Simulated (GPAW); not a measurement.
MgS (Niningerite):

```
S Mg
1.0
     0.00000    2.60165    2.60165
     2.60165    0.00000    2.60165
     2.60165    2.60165    0.00000
S Mg
1 1
Cartesian
  2.6016 2.6016 2.6016
  0.0000 0.0000 0.0000
```

- Program: GPAW 26.7.0
- Task: relaxation of cell and atoms
- Functional: PBE
- Dispersion: D3(BJ)
- Potentials or basis: GPAW PAW data sets (gpaw-data 1.2.1)
- Cutoff: 800 eV
- Basis: pw
- k mesh: 9 × 9 × 9
- Occupations: fermi-dirac, width 0.05 eV
- Spin: no spin polarisation

At the start: pressure -2.2 GPa; volume 17.61 Å³/atom.

**Question.** How do energy, volume and symmetry change on relaxing?

**Answer.** Over 3 steps the energy falls by 3.5 meV/atom and the volume is 17.09 Å³/atom (-2.9 %); space group Fm-3m (No. 225, to 0.05 Å).

Step by step:
| step | energy change (eV) | largest force (eV/Å) | pressure (GPa) | volume (Å³) |
| --- | --- | --- | --- | --- |
| 1 | 0.0000 | 0.0000 | -2.23 | 35.22 |
| 2 | -0.0023 | 0.0000 | -1.85 | 35.03 |
| 3 | -0.0070 | 0.0000 | 0.06 | 34.18 |

Final structure:
```xyz
2
Lattice="0.0000 2.5759 2.5759 2.5759 0.0000 2.5759 2.5759 2.5759 0.0000" Properties=species:S:1:pos:R:3 pbc="T T T"
S     2.5759    2.5759    2.5759
Mg    0.0000    0.0000    0.0000
```

Caveat: later steps reuse the first step's grids.
